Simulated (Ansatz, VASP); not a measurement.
Ge: VASP beside Ansatz

```
Ge
1.0
     0.00000    2.82891    2.82891
     2.82891    0.00000    2.82891
     2.82891    2.82891    0.00000
Ge
2
Direct
  0.75000 0.75000 0.75000
  0.50000 0.50000 0.50000
```

Alike in both runs: task single point; functional PBE; k mesh 8 × 8 × 8; occupations gaussian, width 0.011 eV; no spin polarisation.

|  | VASP | Ansatz |
| --- | --- | --- |
| version | VASP 6.6.1 | Ansatz 0.2.0 |
| potentials or method | VASP PAW PBE potentials, release 64 (Ge_d) | Ansatz PAW |
| plane-wave cutoff (eV) | 520 | 420 |
| valence electrons in the cell | 28 | 28 |

|  | VASP | Ansatz | Ansatz less VASP |
| --- | --- | --- | --- |
| gap on the k mesh at the Fermi level (eV) | 0.03 | 0.03 | -0.005 |
| least direct gap on the mesh (eV) | 0.03 | 0.03 | -0.005 |
| pressure (GPa) | 3.5 | 3.6 | +0.03 |

A k mesh can miss the band edges. A hybrid or GW would open this gap; PBE tends to underestimate it.
